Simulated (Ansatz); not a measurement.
# Ge in Ansatz: the effect of functional

Crystal: Ge.

```
Ge
1.0
     3.94356    0.00000    0.00000
    -1.97178    3.41522    0.00000
     0.00000    0.00000    6.51019
Ge
4
Cartesian
  0.0000 2.2768 6.1007
  1.9718 1.1384 2.8456
  0.0000 2.2768 3.6646
  1.9718 1.1384 0.4095
```

This isn't the form of Ge at room conditions, which is diamond.

The cell isn't the ideal one: volume scaled by 0.96.

Alike in all runs:

```yaml
Program: Ansatz 0.2.0
Task: single point
Potentials_or_basis: Ansatz PAW
k_mesh: 8 × 8 × 4
Occupations: fermi-dirac, width 0.05 eV
Spin: no spin polarisation
```

| functional | cutoff | gap on the mesh (eV) | pressure (GPa) | largest force (eV/Å) |
| --- | --- | --- | --- | --- |
| LDA | 420 eV (not typed: the program's choice for these potentials) | none | 0.8 | 0.01 |
| PBEsol | 420 eV (not typed: the program's choice for these potentials) | none | 2.9 | 0.02 |
| r2SCAN | 500 eV (not typed: the program's choice for these potentials) | ? | ? | ? |

What does the run with functional r2SCAN give?

gap on the mesh 0.20 eV; pressure 3.1 GPa; largest force 0.02 eV/Å.

Caveats: the PAW data sets come from PBE, with cores solved anew for the run's functional, which leaves a small shift of forces and pressure.

A k mesh can miss the band edges.

A gap of «none» marks a metal or a gap under the smearing width.
